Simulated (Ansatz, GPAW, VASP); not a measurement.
**HfO2: programs and potentials compared**

```
Hf O
1.0
     0.00000    2.55750    2.55750
     2.55750    0.00000    2.55750
     2.55750    2.55750    0.00000
Hf O
1 2
Direct
  0.00000 0.00000 0.00000
  0.75000 0.75000 0.75000
  0.25000 0.25000 0.25000
```

Measurements of this composition are mostly on another form, of space group No. 14.

Alike in all runs: task single point; functional PBEsol; k mesh 9 × 9 × 9; occupations gaussian, width 0.02 eV; no spin polarisation; no spin-orbit coupling. Pressure is positive in compression and, in plane waves, holds the error of the finite cutoff, which Ansatz's Pulay term estimates and takes out.

```
                           program and potentials  plane-wave cutoff (eV)                                                                                                                               notes  pressure (GPa)
                               Ansatz, Ansatz PAW                     420  potentials made for PBE, which Ansatz adapts in part; 12.67 valence electrons an atom on average; Pulay term of +0.91 GPa included          -10.18
       VASP, PBE PAW files Hf_sv_GW, O_GW, 550 eV                     550                                                                     potentials made for PBE; 8 valence electrons an atom on average          -11.30
GPAW, PAW data sets generated for this functional                     800                                                                                              8 valence electrons an atom on average          -10.35
```

The pressure spans -11.30 (VASP, PBE PAW files Hf_sv_GW, O_GW, 550 eV) to -10.18 GPa (Ansatz, Ansatz PAW). The cell lies far from this level's equilibrium.

The functional is the same throughout but for its coding, so the spread measures potentials, basis and numerics; runs on potential files found faulty are left out.

All three runs put the fluorite cell under strong tension, so at this level the lattice would contract if released. The sign is secure, since the spread between programs is small beside the pressure itself. The size of the tension reflects the stiffness of the Hf–O network: with strongly charged ions and some O 2p–Hf 5d covalency, even a modest stretch of the bonds costs much energy. PBEsol generally favours shorter bonds than PBE, so a cell taken from a softer-binding functional would probably show this behaviour.

The valence count does not order the results. Ansatz, whose larger count implies that the filled Hf 4f shell is treated explicitly, lies close to GPAW, while VASP, with the same count as GPAW, stands further off; residual basis-set stress or the PBE-derived cores may account for this. The 4f shell is compact and chemically almost inert, so a weak influence is plausible, though compensating errors could hide one. A single volume fixes neither the equilibrium lattice constant nor the bulk modulus.
